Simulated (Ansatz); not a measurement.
Predict the output of the script below (the Python package of Ansatz (0.2.0)).

Input file `pbs.vasp`:
```text
PbS
1.0
   5.94564100    0.00000000    0.00000000
   0.00000000    4.03314200    0.00000000
  -0.66216700    0.00000000   10.53944600
Pb S
4 4
Direct
   0.69103500    0.25000000    0.63270800
   0.30896500    0.75000000    0.36729200
   0.24644000    0.25000000    0.89674500
   0.75356000    0.75000000    0.10325500
   0.73757600    0.25000000    0.92469100
   0.26242400    0.75000000    0.07530900
   0.38254500    0.75000000    0.64378000
   0.61745500    0.25000000    0.35622000
```

The script, `pdos_pbs.py`:
```python
"""Projected density of states of PbS."""

import ansatz as az
from ase.io import read
import numpy as np


def main() -> None:
    atoms = read("pbs.vasp", format="vasp")
    xtal = az.Crystal.from_ase(atoms)

    calc = (
        xtal.calculation()
        .functional("PBEsol")
        .accuracy("low")
        .kpoints(spacing=0.47)
        .occupations(az.OccupationsMethod.FIXED)
        .scf(extra_bands=22)
        .density_of_states(projected=True, method="smearing", broadening_width=0.15, energy_step=0.1)
    )
    def show(event):
        row = event["data"]
        if event["event"] == "scf_iter" and row.get("harris_foulkes_ev") is not None:
            print(f"  iteration {row['iter']:3d}  Harris-Foulkes {row['harris_foulkes_ev']:.5f} eV  residual {row['dr2_ev']:.2e}")


    res = calc.session().plan().execute(on_event=show)
    report = res.report

    dos = res.density_of_states()
    energy = np.asarray(dos.energies_ev) - dos.fermi_ev
    curves = {}
    for site in res.projected_density_of_states().sites:
        for shell in site.shells:
            weight = sum(np.sum(curve.g_bin_mean_per_ev, axis=0) for curve in shell.curves)
            name = f"{site.species} {shell.label}"
            curves[name] = curves.get(name, 0) + weight

    print("E-EF   " + " ".join(f"{name:>8s}" for name in curves))
    for e in np.arange(-8, 4 + 0.1, 0.5):
        print(f"{e:5.1f}  " + " ".join(f"{np.interp(e, energy, g):8.3f}" for g in curves.values()))


if __name__ == "__main__":
    main()
```

```console
$ python pdos_pbs.py
DeckWarning: basis.ecutwfc = 420 eV, auto-derived from the records' recommended cutoffs: set by Pb (normal level)
  iteration   1  Harris-Foulkes -50562.71935 eV  residual 6.99e-02
  iteration   2  Harris-Foulkes -50562.69832 eV  residual 3.33e-03
  iteration   3  Harris-Foulkes -50562.69792 eV  residual 6.33e-04
  iteration   4  Harris-Foulkes -50562.69796 eV  residual 4.16e-05
  iteration   5  Harris-Foulkes -50562.69807 eV  residual 8.73e-06
  iteration   6  Harris-Foulkes -50562.69807 eV  residual 1.06e-06
  iteration   7  Harris-Foulkes -50562.69807 eV  residual 2.08e-07
  iteration   8  Harris-Foulkes -50562.69807 eV  residual 1.22e-08
E-EF      Pb 6S    Pb 6P    Pb 5D     S 3S     S 3P
 -8.0     0.060    0.002    0.000    0.004    0.016
 -7.5     6.300    0.186    0.012    0.362    1.535
 -7.0     3.747    0.079    0.007    0.508    0.730
 -6.5     1.303    0.025    0.002    0.398    0.279
 -6.0     0.633    0.009    0.001    0.226    0.091
 -5.5     0.051    0.001    0.000    0.020    0.003
 -5.0     0.000    0.000    0.000    0.000    0.000
 -4.5     0.000    0.000    0.000    0.000    0.000
 -4.0     0.001    0.199    0.001    0.001    0.288
 -3.5     0.017    0.675    0.005    0.004    1.087
 -3.0     0.092    2.113    0.019    0.065    3.683
 -2.5     0.074    0.866    0.010    0.040    1.873
 -2.0     0.185    2.116    0.032    0.085    6.157
 -1.5     0.271    1.732    0.030    0.050    6.606
 -1.0     0.478    1.066    0.036    0.057    7.124
 -0.5     0.862    1.027    0.017    0.073    5.727
  0.0     0.380    0.331    0.005    0.023    2.128
  0.5     0.000    0.000    0.000    0.000    0.000
  1.0     0.000    0.000    0.000    0.000    0.000
  1.5     0.044    1.275    0.001    0.200    0.170
  2.0     0.098    1.891    0.003    0.210    0.335
  2.5     0.161    4.167    0.004    0.432    0.723
  3.0     0.068    3.834    0.007    0.287    1.176
  3.5     0.097    5.175    0.006    0.161    1.540
  4.0     0.090    4.956    0.004    0.130    1.423
```
(Warnings from the package without file and line.)

Notes:
- These settings explore the input space; cutoff and mesh may be short of convergence.
- Along an axis with an odd division the mesh misses the point at one half; a gap read on a finite mesh is an upper bound on this functional's gap.
- Spin-orbit coupling, left out here, can change this gap by several tenths of an eV, and inverted bands can meet off the mesh.
- Under fixed occupations the level called the Fermi level is the highest filled one on the SCF mesh; off the mesh a filled band can lie a little above it.
- The crystal has a gap of about 1.50 eV on the mesh; density of states inside it is the tail of the broadening.
- Spin-orbit coupling, which matters for elements this heavy, is left out.
- The structure comes from a database of computed cells and needn't be a stable or known phase.
- Curves are summed over the cell's atoms. Only shells that the potentials hold have channels, so projections don't add up to the total, least of all where a shell is missing (p of most metals); heights and places of peaks move with the mesh.
- The density of states is complete only as far up as bands were computed.
- The whole script took 15 s on 1 thread of Arm Neoverse V1, on a shared host, peak memory 0.59 GiB.
